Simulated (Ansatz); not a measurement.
Sn: do energies and stresses tell the same story?

The calculation used DFT PBE, scalar-relativistic, plane waves, PAW (Ansatz).

Plane waves to 420 eV, a k mesh through Γ of 12×12×12 on the computed 2-atom cell and Gaussian smearing (0.10 eV); no spin polarisation.

Relaxed cell: Fd-3m, a = 6.655 Å, b = 6.655 Å, c = 6.655 Å, α = 90.00°, β = 90.00°, γ = 90.00°, 2 atoms in the primitive cell.

Energies at zero smearing and pressures from the stress tensor, at volumes with shape and atoms relaxed:
```
V (Å³/atom) E − E(first) (meV/atom) P (GPa)
     34.627                     0.00     2.58
     35.732                   -12.81     1.19
     36.837                   -16.82     0.02
     37.942                   -13.44    -0.97
     39.047                    -3.84    -1.80
```

Question: Check P = −dE/dV between neighbouring volumes, and get the bulk modulus from the pressures alone.

Answer: With 1 eV/Å³ = 160.2 GPa:
```tsv
middle V (Å³/atom)	−ΔE/ΔV (GPa)	mean P (GPa)
35.179	1.857	1.883
36.285	0.581	0.600
37.390	-0.491	-0.477
38.495	-1.392	-1.382
```

The two differ by 0.03 GPa at most. The mean of two end pressures misses the average over a step by about ΔV² P″/12, up to 0.02 GPa here; with that taken off 0.01 GPa remains. Around V = 36.837 Å³/atom, the two neighbours give B = −V ΔP/ΔV = 36.837 × 2.15 / 2.210 = 35.9 GPa, against B0 = 35.6 GPa from the Birch–Murnaghan fit of the energies.